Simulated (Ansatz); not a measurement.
The following input was run with Ansatz 0.2.0.

```yaml
crystal:
  lattice:
    - [0.0, 2.41724672, 2.41724672]
    - [2.41724672, 0.0, 2.41724672]
    - [2.41724672, 2.41724672, 0.0]
  atoms:
    - { symbol: Ag, position: [0.0, 0.0, 0.0] }
    - { symbol: O, position: [0.75, 0.75, 0.75] }
basis:
  ecutwfc: 420
kpoints:
  mp_grid: { grid: [16, 16, 16] }
hamiltonian:
  xc: pbesol
scf:
  occupations: { method: gaussian, width: 0.1 }
output:
  forces: true
  stress: true
  eigenvalues: true
```

Run as
```bash
ansatz run input.yaml --threads 1 --pin off --max-ram 1331MiB --backend cpu --events-out ev --progress --plain --runs-dir out
```

Level of theory: Ansatz 0.2.0, DFT PBEsol, scalar-relativistic, plane waves, PAW.

Part of what the program printed, abridged (final results; tables in files aren't shown):

```
SCF 1 converged in 7 iterations: F = -8080.022558 eV  dr2 = 5.78e-10
SCF converged after 7 iterations
Free energy (F): -8080.022558 eV
Harris-Foulkes:  -8080.022558 eV  (|F-HF|=3.64e-10)
Internal energy: -8080.011517 eV  (E = F + TS)
E sigma→0 (E₀):  -8080.017038 eV
Entropy (-TS):   -0.011041 eV (-5.521 meV/atom)
Fermi energy:    10.896598 eV
--- Per-component energies (eV) ---
  E_band       = -323.914905
  E_kinetic    = 698.618388
  E_local      = -2991.492559  (includes V_loc(G=0)·N_el)
  E_nonlocal   = 132.912477
  E_hartree    = 1303.152258
  E_xc         = -254.553192
  E_vxc        = -325.250858  (∫ρ·V_xc dr)
  E_paw        = -3985.972561  (= ΣΔE_a)
  E_vpaw       = -445.009901  (= ΣTr[D̂ρ^β])
  E_aug_tail   = 0.002640  (compensation charges beyond the density's cutoff)
  E_ewald      = -2983.036995
  E_core_change = 0.358027  (= ΣΔE_core)
  E_smearing   = -0.011041  (= −TS)
--- Forces (eV/Å), atoms counted from 1 ---
  atom   1  Ag     0.00000000     0.00000000     0.00000000
  atom   2  O      0.00000000     0.00000000     0.00000000
--- Stress (GPa, compression-positive) ---
        9.156213       0.000000       0.000000
        0.000000       9.156213       0.000000
        0.000000       0.000000       9.156213
  P = ⅓ Tr σ = 9.1562 GPa (91.562 kbar)
--- Band table (eV; the first three rows and the last of 145) ---
  k-point 0: bands = ["-80.0931", "-43.5996", "-43.5996", "-43.5996", "-7.4208", "4.9036", "4.9036", "4.9036", "7.6799", "7.6799", "11.0751", "11.7991", "11.7991", "11.7991", "24.8933", "24.8933", "24.8933"]
  k-point 1: bands = ["-80.0930", "-43.6005", "-43.5997", "-43.5997", "-7.4064", "4.8897", "4.9228", "4.9228", "7.6736", "7.6736", "11.0588", "11.7744", "11.7744", "11.8589", "24.4102", "24.9304", "24.9304"]
  k-point 2: bands = ["-80.0929", "-43.6031", "-43.6001", "-43.6001", "-7.3657", "4.8633", "4.9766", "4.9766", "7.6601", "7.6601", "10.8868", "11.7001", "11.7001", "12.1498", "23.3246", "25.0203", "25.0203"]
  k-point 144: bands = ["-80.0913", "-43.6178", "-43.6141", "-43.6088", "-6.9455", "5.1091", "6.0540", "6.1995", "7.6133", "8.2118", "8.4222", "8.5730", "10.2496", "18.5352", "19.9849", "20.9525", "21.6915"]
```

The calculation finished and met its thresholds.

Spin polarisation was left out, and a magnetic state may lie lower.